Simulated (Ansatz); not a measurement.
How BeSe answers to pressure

```xyz
2
Lattice="0.0000 2.5885 2.5885 2.5885 0.0000 2.5885 2.5885 2.5885 0.0000" Properties=species:S:1:pos:R:3 pbc="T T T"
Be    0.0000    0.0000    0.0000
Se    1.2943    1.2943    1.2943
```

The cell was built from the zincblende type and relaxed in the same program, and has space group F-43m; it needn't be a known or the stable phase.

All numbers below come from Ansatz 0.2.0, DFT, PBE, all-electron LAPW, scalar-relativistic.

Settings: a Γ-centred 14×14×14 k mesh, Fermi–Dirac smearing of 0.05 eV, basis error target 1 meV/atom, no spin polarisation.

The cell is scaled evenly with fractional coordinates held. Semilocal gaps are too small, but their slopes carry over better.

```csv
V/V(cell),P (GPa),gap on the k mesh (eV)
0.9800,1.61,2.631
1.0000,0.03,2.673
1.0200,-1.41,2.713
1.0400,-2.70,2.751
```

Question: From the rows at 0.9800 and 1.0200, what is the bulk modulus at the cell's volume?

Answer: B = −ΔP/Δln V = −[(-1.41) − (1.61)]/0.04001 = 75.5 GPa.

Question: What are the gap's volume deformation potential and pressure coefficient?

Answer: dEg/dln V = (2.713 − 2.631)/0.04001 = 2.05 eV, and dEg/dP = −(dEg/dln V)/B = -27 meV/GPa: pressure narrows the gap.

Question: Predict the row at V/V(cell) = 0.9600. How far is a linear estimate of P off?

Answer: P = 3.35 GPa, gap 2.585 eV. The linear estimate P(cell) − B ln(V/V(cell)) = 3.11 GPa misses by 0.24 GPa, since the modulus grows under compression.
